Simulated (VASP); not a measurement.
VASP 6.6.1 run: BaO

INCAR

```
NELM = 58
ISMEAR = 0
ISIF = 2
LWAVE = .FALSE.
LASPH = .TRUE.
PREC = Accurate
ENCUT = 520
SIGMA = 0.1
LCHARG = .FALSE.
NSW = 0
LREAL = .FALSE.
NBANDS = 15
NELECT = 15.9
GGA = PE
EDIFF = 1E-7
IBRION = -1
```

KPOINTS

```
KPOINTS created by Atomic Simulation Environment
0
Gamma
8 8 8
0 0 0
```

POSCAR

```
Ba O
 1.0000000000000000
     0.0000000000000000    2.7403426988000001    2.7403426988000001
     2.7403426988000001    0.0000000000000000    2.7403426988000001
     2.7403426988000001    2.7403426988000001    0.0000000000000000
 Ba  O
   1   1
Cartesian
  0.0000000000000000  0.0000000000000000  0.0000000000000000
  2.7403426988000001  2.7403426988000001  2.7403426988000001
```

The recommended PBE PAW datasets give the neutral cell 16 valence electrons.

Command

```
mpirun -np 1 vasp_std
```

Question: Predict the outcome of this run.

Answer: It converged. Results: pressure 3.1 GPa.

OSZICAR

```
N       E                     dE             d eps       ncg     rms          rms(c)
DAV:   1     0.798305968832E+02    0.79831E+02   -0.73647E+03   870   0.919E+02
DAV:   2    -0.103971093220E+02   -0.90228E+02   -0.80516E+02  1234   0.203E+02
DAV:   3    -0.142241966902E+02   -0.38271E+01   -0.37919E+01  1041   0.420E+01
DAV:   4    -0.142736569906E+02   -0.49460E-01   -0.49437E-01  1047   0.471E+00
DAV:   5    -0.142744814468E+02   -0.82446E-03   -0.82445E-03  1025   0.528E-01    0.922E+00
DAV:   6    -0.121292606159E+02    0.21452E+01   -0.74778E+00   905   0.207E+01    0.582E+00
DAV:   7    -0.119694929604E+02    0.15977E+00   -0.47278E-01   997   0.544E+00    0.227E+00
DAV:   8    -0.119513054108E+02    0.18188E-01   -0.83768E-02  1038   0.292E+00    0.444E-01
DAV:   9    -0.119526534892E+02   -0.13481E-02   -0.68233E-03  1031   0.771E-01    0.146E-01
DAV:  10    -0.119538669056E+02   -0.12134E-02   -0.23037E-03   919   0.370E-01    0.397E-02
DAV:  11    -0.119538471128E+02    0.19793E-04   -0.15012E-04  1101   0.107E-01    0.197E-02
DAV:  12    -0.119538574808E+02   -0.10368E-04   -0.29016E-05   947   0.481E-02    0.636E-03
DAV:  13    -0.119538563154E+02    0.11655E-05   -0.19131E-06  1045   0.132E-02    0.154E-03
DAV:  14    -0.119538564081E+02   -0.92786E-07   -0.42697E-07   961   0.593E-03
   1 F= -.11953856E+02 E0= -.11951079E+02  d E =-.555495E-02
```

The cell is charged and sits in a uniform background.

For comparison, a separate PBE run of the intended cell, on usual settings and not on those above, gives a gap of 1.86 eV on its mesh and a pressure of 5.9 GPa.
